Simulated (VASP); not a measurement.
# Cu in VASP: notebook, part 3 of 3

VASP 6.6.1. The steps go on from the part before.

## Step 5: Single point, PBEsol

This run uses another cell than the first one: it holds 1 atom, not 4.

The input, INCAR:

```
SYSTEM = Cu
ALGO = Normal
EDIFF = 1E-6
ENCUT = 520
GGA = PS
ISIF = 2
ISMEAR = 0
LASPH = .TRUE.
LCHARG = .FALSE.
LREAL = .FALSE.
LWAVE = .FALSE.
NBANDS = 12
NELM = 100
PREC = Accurate
SIGMA = 0.1
```

The input, KPOINTS:

```
k-points
0
G
  9 9 8
  0 0 0
```

The input, POSCAR:

```
Cu
1.0
    2.4413453846      0.0000000000      0.0000000000
   -1.2206726923      2.1142671224      0.0000000000
    0.0000000000      0.0000000000      2.3800302055
Cu
1
Direct
    0.0000000000      0.0000000000      0.0000000000
```

The run is started by

```console
> cat potpaw_PBE.64/Cu/POTCAR > POTCAR
> mpirun -np 1 vasp_std > vasp.out
```

It took 5.1 s on 1 thread of Intel Xeon 6975P-C (Granite Rapids), shared host; peak memory 0.11 GiB.

The run converged. Its results:

```
Free energy            : -4.0164 eV
Pressure               : 0.7 GPa
Band gap on the k mesh : none (metal or under the smearing width)
```

Stress tensor (GPa, compression positive):
```
0.82 0.00 0.00
0.00 0.82 0.00
0.00 0.00 0.54
```

Levels at points of the mesh, in eV from the Fermi level:
```tsv
k point	band 3	band 4	band 5	band 6	band 7	band 8	band 9	band 10
(0.00, 0.00, 0.00)	-2.86	-2.86	-1.39	-1.39	17.14	21.78	23.06	24.70
(0.00, 0.00, 0.50)	-2.67	-2.10	-2.10	-2.03	1.86	27.52	29.66	30.28
```

Caveat: the PAW data sets were made with another functional, which shifts forces and pressure a little.

## Step 6: Relaxation of cell and atoms, PBEsol

This run uses another cell than the first one: it holds 1 atom, not 4.

The input, INCAR:

```
PREC     = Accurate       # precision mode
ENCUT    = 600            # plane-wave cutoff, eV
EDIFF    = 1E-6           # SCF threshold, eV
ISMEAR   = 0              # smearing method
SIGMA    = 0.1            # smearing width, eV
LREAL    = False          # projectors in reciprocal space
LASPH    = True           # aspherical terms in the spheres
NELM     = 100            # most SCF steps
ALGO     = Normal         # electronic algorithm
ISIF     = 3              # what is computed and relaxed
LWAVE    = False          # write WAVECAR
LCHARG   = False          # write CHGCAR
GGA      = PS             # functional
IBRION   = 2              # ionic algorithm
NSW      = 90             # ionic steps
EDIFFG   = -0.04          # ionic threshold
```

The input, KPOINTS:

```
Automatic mesh
0
Gamma
  9 9 8
```

The input, POSCAR:

```
Cu
1.0
    2.4315647400      0.0000000000      0.0000000000
   -1.2157823700      2.1057968357      0.0000000000
    0.0000000000      0.0000000000      2.2719933039
Cu
1
Direct
    0.0000000000      0.0000000000      0.0000000000
```

Potentials or basis: VASP PAW PBE potentials, release 64 (Cu).

The run is started by

```console
> cat potpaw_PBE.64/Cu/POTCAR > POTCAR
> mpirun -np 1 vasp_std > vasp.out
```

OUTCAR:

```text
PREC = Accurate
   ENCUT = 600
   EDIFF = 1E-6
   ISMEAR = 0
   LREAL = False
   LASPH = True
   NELM = 100
   ISIF = 3
   GGA = PS
   IBRION = 2
   NSW = 90
   EDIFFG = -0.04

 ion  position               nearest neighbor table
   1  0.000  0.000  0.000-

  LATTYP: Found a hexagonal cell.
 ALAT       =     2.4315647400
 C/A-ratio  =     0.9343750000

  Lattice vectors:

 A1 = (   2.4315647400,   0.0000000000,   0.0000000000)
 A2 = (  -1.2157823700,   2.1057968357,   0.0000000000)
 A3 = (   0.0000000000,   0.0000000000,   2.2719933039)

Analysis of symmetry for initial positions (statically):
=====================================================================
 Subroutine PRICEL returns:
 Original cell was already a primitive cell.

 Routine SETGRP: Setting up the symmetry group for a
 hexagonal supercell.

 Subroutine GETGRP returns: Found 24 space group operations
 (whereof 24 operations were pure point group operations)
 out of a pool of 24 trial point group operations.

The static configuration has the point symmetry D_6h.

Analysis of symmetry for dynamics (positions and initial velocities):
[... 169 lines left out ...]
  in kB       36.6861062     36.6861062    217.5964498     -0.0000000     -0.0000000      0.0000000
  external PRESSURE =      96.9895540 kB  Pullay stress =       0.0000000 kB
[... 127 lines left out ...]
--------------------------------------- Ionic step        5  -------------------------------------------

 number of electron      10.9999996 magnetization

 Free energy of the ion-electron system (eV)
  ---------------------------------------------------
  ext. energy  EPLUGINS =         0.00000000
  ---------------------------------------------------
  free energy    TOTEN  =        -4.01655547 eV

  energy without entropy =       -4.01575171  energy(sigma->0) =       -4.01615359

 E-fermi :   6.7295     XC(G=0): -12.6057

 val. band max:        6.6317148496   @ k =   0.2222   0.1111   0.3750
 cond. band min:       7.0056536117   @ k =   0.2222   0.2222   0.2500
 fundamental gap:      0.3739387621
 Fermi energy:         6.7294957919

 k-point     1 :       0.0000    0.0000    0.0000
  band No.  band energies     occupation
      1      -2.1654      2.00000
      2       2.5790      2.00000
      3       3.8863      2.00000
      4       3.8863      2.00000
      5       5.3442      2.00000
      6       5.3442      2.00000
      7      23.7811      0.00000
      8      28.4123      0.00000
      9      29.7710      0.00000
[... 265 lines left out ...]
 k-point    24 :       0.3333    0.3333    0.1250
  band No.  band energies     occupation
      1       3.2573      2.00000
      2       3.2573      2.00000
      3       3.4637      2.00000
      4       4.5425      2.00000
      5       4.5425      2.00000
      6      11.4642      0.00000
      7      11.4642      0.00000
      8      12.4115      0.00000
      9      30.1290      0.00000

 [... further k-points ...]

------------------------ aborting loop because EDIFF is reached ----------------------------------------

  FORCE on cell =-STRESS in cart. coord.  units (eV):
  Direction    XX          YY          ZZ          XY          YZ          ZX
  --------------------------------------------------------------------------------------
  -------------------------------------------------------------------------------------
  Total        0.0248321      0.0248321     -0.0251243      0.0000000      0.0000000      0.0000000
  in kB        3.2239730      3.2239730     -3.2619133      0.0000000      0.0000000      0.0000000
  external PRESSURE =       1.0620109 kB  Pullay stress =       0.0000000 kB
[... 16 lines left out ...]
  FREE ENERGIE OF THE ION-ELECTRON SYSTEM (eV)
  ---------------------------------------------------
  free  energy   TOTEN  =        -4.0165554716 eV

  energy  without entropy=       -4.0157517145  energy(sigma->0) =       -4.01615359

 reached required accuracy - stopping structural energy minimisation
```

OSZICAR:

```text
N       E                     dE             d eps       ncg     rms          rms(c)
DAV:   1     0.365266429421E+02    0.36527E+02   -0.62046E+03  1121   0.227E+03
DAV:   2    -0.453801948583E+01   -0.41065E+02   -0.39160E+02  1090   0.207E+02
DAV:   3    -0.496944027461E+01   -0.43142E+00   -0.43076E+00  1317   0.304E+01
[... 38 lines left out ...]
DAV:   2    -0.401901554731E+01    0.44164E-02   -0.86584E-02  1135   0.679E+00    0.289E-01
DAV:   3    -0.401693096870E+01    0.20846E-02   -0.14812E-02  1128   0.289E+00    0.129E-01
DAV:   4    -0.401655604973E+01    0.37492E-03   -0.61657E-04  1267   0.448E-01    0.991E-03
DAV:   5    -0.401655592286E+01    0.12687E-06   -0.10019E-05  1185   0.446E-02    0.435E-03
DAV:   6    -0.401655547156E+01    0.45130E-06   -0.29259E-07   607   0.123E-02
   5 F= -.40165555E+01 E0= -.40161536E+01  d E =-.138860E-03
```

CONTCAR:

```text
Cu
   1.00000000000000
     2.4439780596323262    0.0000000000000000    0.0000000000000000
    -1.2219890298161631    2.1165470858455797   -0.0000000000000000
     0.0000000000000000    0.0000000000000000    2.3856527523142028
  Cu
     1
Direct
     0.0000000000000000    0.0000000000000000    1.0000000000000000

  0.00000000E+00  0.00000000E+00  0.00000000E+00
```

It took 12 s on 1 thread of Intel Xeon 6975P-C (Granite Rapids), shared host; peak memory 0.12 GiB.

Results:

* Free energy: -4.0166 eV
* Relaxed volume: 12.34 Å³/atom
* Relaxed cell: a = 2.444 Å, b = 2.444 Å, c = 2.386 Å, α = 90.00°, β = 90.00°, γ = 120.00°
* Space group after relaxing (to 0.05 Å): P6/mmm (No. 191)
* Energy gained by relaxing: 36.7 meV/atom
* Ionic steps: 5
* Pressure after relaxing: 0.1 GPa
* Band gap on the k mesh: none (metal or under the smearing width)

Stress tensor (GPa, compression positive):
```
 0.32  0.00  0.00
 0.00  0.32  0.00
 0.00  0.00 -0.33
```

The path:
| step | energy change (eV) | largest force (eV/Å) | pressure (GPa) | volume (Å³) |
| --- | --- | --- | --- | --- |
| 1 | 0.0000 | 0.0000 | 9.70 | 11.63 |
| 2 | -0.0266 | 0.0000 | -4.90 | 12.84 |
| 3 | -0.0366 | 0.0000 | -0.47 | 12.38 |
| 4 | -0.0365 | 0.0000 | -0.61 | 12.40 |
| 5 | -0.0367 | 0.0000 | 0.11 | 12.34 |

Final structure:
```
CELL_PARAMETERS angstrom
2.44398 0.00000 0.00000
-1.22199 2.11655 0.00000
0.00000 0.00000 2.38565
ATOMIC_POSITIONS crystal
Cu 0.00000 0.00000 0.00000
```

Levels at points of the mesh, in eV from the Fermi level:
```csv
k point,band 2,band 3,band 4,band 5,band 6,band 7,band 8,band 9
"(0.00, 0.00, 0.00)",-4.15,-2.84,-2.84,-1.39,-1.39,17.05,21.68,23.04
"(0.00, 0.00, 0.50)",-2.66,-2.66,-2.08,-2.08,-2.01,1.83,27.47,29.61
```

Caveat: the PAW data sets were made with another functional, which shifts forces and pressure a little.

## Step 7: Summary

| task | cell | k mesh | cutoff (eV) | mesh quality | gap on the mesh (eV) | pressure (GPa) | relaxed volume (Å³/atom) | largest force (eV/Å) |
| --- | --- | --- | --- | --- | --- | --- | --- | --- |
| relaxation of cell and atoms | relaxed | 6 × 6 × 4 | 600 | coarse | none | 0.1 | 11.91 | 0.01 |
| single point | Fmmm, 11.88 Å³/atom | 8 × 8 × 8 | 520 | coarse | none | 0.7 | - | - |
| relaxation of cell and atoms | relaxed | 8 × 8 × 8 | 600 | coarse | none | -0.2 | 11.95 | 0.02 |
| single point | P6/mmm, 12.28 Å³/atom | 9 × 9 × 8 | 520 | not flagged | none | 0.7 | - | - |
| relaxation of cell and atoms | relaxed | 9 × 9 × 8 | 600 | not flagged | none | 0.1 | 12.34 | - |

Alike in all rows: level PBEsol; potentials or basis VASP PAW PBE potentials, release 64 (Cu); no spin polarisation; smearing gaussian 0.1 eV.

Caveats: some runs use coarse meshes; the PAW data sets were made with another functional, which shifts forces and pressure a little.

Total energies depend on the potentials used, so only differences within one code and one set of settings carry meaning.
